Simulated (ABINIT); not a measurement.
Wanted: the native input for an ABINIT 10.8.3 (patched build) run.

```yaml
Task: single point
Functional: PBE
Potentials_or_basis: JTH PAW PBE v2.0
Cutoff: 408 eV
k_mesh: 12 × 12 × 6
Occupations: fermi-dirac, width 0.05 eV
Spin: collinear spin, antiferromagnetic start
Starting_moments: "[2.0, -2.0] μB"
Fine-grid_cutoff: 816.342 eV
```

The system is V.

```
V
1.0
     2.60429    0.00000    0.00000
    -1.30215    2.25538    0.00000
     0.00000    0.00000    4.72334
V
2
Direct
  0.33333 0.66667 0.25000
  0.66667 0.33333 0.75000
```

This isn't the form of V at room conditions, which is bcc.

These files were run (other wordings do the same):

run.abi

```
pp_dirpath "./"
pseudos "V.GGA_PBE-JTH.xml"

acell 4.9214026021 4.9214026019 8.9258114346
rprim
     1.0000000000     0.0000000000     0.0000000000
    -0.5000000000     0.8660254038     0.0000000000
     0.0000000000     0.0000000000     1.0000000000
ntypat 1
znucl 23
natom 2
typat 1 1
xred
     0.3333333333     0.6666666667     0.2500000000
     0.6666666667     0.3333333333     0.7500000000

ecut 15.0
pawecutdg 30.0
pawxcdev 0

kptopt 1
ngkpt 12 12 6
nshiftk 1
shiftk 0.0 0.0 0.0

ixc 11

nband 18
occopt 3
tsmear 0.05 eV

nsppol 2
spinat
     0.0000000000     0.0000000000     2.0000000000
     0.0000000000     0.0000000000    -2.0000000000

nstep 100
tolvrs 1.0e-9

iomode 3
prtwf 0
prtden 0
prteig 0
prtebands 0
```

Potentials or basis: JTH PAW PBE v2.0.

Command:

```console
$ abinit run.abi > log 2>&1
```

Results of the run:

```
Pressure                                              : 0.0 GPa
Band gap on the k mesh                                : none (metal or under the smearing width)
Net moment                                            : 0.00 μB per cell
Valence electrons inside the program's atomic spheres : V 11.23 (radii [1.1698] Å)
```

Run time: 68 s on 1 thread of Arm Neoverse V2 (shared host), peak memory 0.15 GiB.
